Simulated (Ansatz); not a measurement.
# RbCl (rocksalt structure)

Method: r²SCAN, scalar-relativistic; no spin polarisation; PAW, 500 eV, 6×6×6 k-mesh, Gaussian smearing of 0.05 eV; code Ansatz; PAW files: Ansatz's generated set soft_2.

```
Rb Cl
1.0
     0.00000    3.30690    3.30690
     3.30690    0.00000    3.30690
     3.30690    3.30690    0.00000
Rb Cl
1 1
Direct
  0.50000 0.50000 0.50000
  0.00000 0.00000 0.00000
```

The start was a prototype's sites filled with these elements; the Crystallography Open Database holds the compound in this structure.

The cell is relaxed to zero pressure at this level.

Elastic constants come from the stress of slightly strained cells with relaxed atoms, in GPa, Voigt order xx, yy, zz, yz, xz, xy in the Cartesian frame of the vectors above.

```
40.3  5.0  5.0  0.0  0.0  0.0
 5.0 40.3  5.0  0.0  0.0  0.0
 5.0  5.0 40.3  0.0  0.0  0.0
 0.0  0.0  0.0  4.8  0.0  0.0
 0.0  0.0  0.0  0.0  4.8  0.0
 0.0  0.0  0.0  0.0  0.0  4.8
```

Problem. Is the crystal mechanically stable, and what are its polycrystalline moduli?

Solution. Stable against homogeneous strain: the smallest eigenvalue of the tensor is 4.8 GPa. Hill averages: K = 16.7 GPa, G = 8.3 GPa, E = 21 GPa, ν = 0.29.

For a cubic crystal three numbers say it all: C11 = 40.3, C12 = 5.0, C44 = 4.8 GPa. K = (C11 + 2C12)/3 = 16.7 GPa. The two shear moduli are C44 and C′ = (C11 − C12)/2 = 17.6 GPa, so Zener's ratio C44/C′ is 0.27: the crystal is stiffest along ⟨100⟩ and softest along ⟨111⟩. The Cauchy pressure C12 − C44 is 0.2 GPa; pair forces would make it zero if every atom sat on a centre of inversion, as here.

The equation of state, an independent route, gives B0 = 16.7 GPa, against 16.7 GPa here.

It ran for 15 s on 2 threads of Arm Neoverse V1 (shared host), peak memory 0.57 GiB.

